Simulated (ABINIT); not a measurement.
Ge:

```
Ge
1.0
    -2.49590    2.65086    1.43695
     2.49590   -2.65086    1.43695
     2.49590    2.65086   -1.43695
Ge
2
Direct
  0.31406 0.06406 0.25000
  0.68594 0.93594 0.75000
```

This isn't the form of Ge at room conditions, which is diamond.

```yaml
Program: ABINIT 10.8.3 (patched build)
Task: relaxation of cell and atoms
Functional: PBE
Dispersion: D4
Potentials_or_basis: JTH PAW PBE v2.0
Cutoff: 599 eV
k_mesh: 6 × 6 × 6
Occupations: fermi-dirac, width 0.05 eV
Spin: no spin polarisation
```

At the start: pressure -0.9 GPa; volume 19.01 Å³/atom.

Task: How do energy, volume and symmetry change on relaxing?

Result: Over 7 steps the energy falls by 8.7 meV/atom and the volume is 18.70 Å³/atom (-1.6 %); space group Imma (No. 74, to 0.05 Å).

Step by step:
| step | energy change (eV) | largest force (eV/Å) | pressure (GPa) | volume (Å³) |
| --- | --- | --- | --- | --- |
| 1 | 0.0000 | 0.0198 | -0.88 | 38.03 |
| 2 | -0.0056 | 0.0063 | -0.73 | 37.94 |
| 3 | -0.0160 | 0.0169 | -0.23 | 37.61 |
| 4 | -0.0170 | 0.0128 | -0.09 | 37.50 |
| 5 | -0.0172 | 0.0092 | 0.02 | 37.42 |
| 6 | -0.0174 | 0.0087 | 0.02 | 37.41 |
| 7 | -0.0173 | 0.0064 | -0.02 | 37.41 |

Final structure:
```
Ge
1.0
    -2.46885    2.70196    1.40189
     2.46885   -2.70196    1.40189
     2.46885    2.70196   -1.40189
Ge
2
Direct
  0.31376 0.06376 0.25000
  0.68624 0.93624 0.75000
```

Caveat: the k mesh is coarse (spacing up to 0.42 Å⁻¹), so the values aren't converged; the log and the count of SCF iterations are those of the last ABINIT call alone; pairwise dispersion overbinds metals, which lowers pressure and volume.
